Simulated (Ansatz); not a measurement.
Start from Li₃N (space group P6/mmm, No. 191; a = 3.6098 Å, c = 3.8558 Å). Axes: x lies along a and z along c of the hexagonal cell.

Calculations: DFT with r2SCAN, PAW potentials and a 500 eV plane-wave cutoff in Ansatz (an electronic-structure program), without spin-orbit coupling.

For the base:

| Item | Value |
|---|---|
| Pressure | 0.00 GPa |

Perturbation: biaxial strain +3.03 %, plane normal [001], relaxed out of plane (Cartesian); in-plane vectors clamped, the third vector and the atoms free.

Question: What happens to the ratio −ε⊥/ε∥ and pressure?

Answer: The ratio −ε⊥/ε∥ is 0.09; the pressure (mean of the normal stresses, compression positive) goes from zero to -2.81 GPa.

Whether these cells are dynamically stable was not tested.
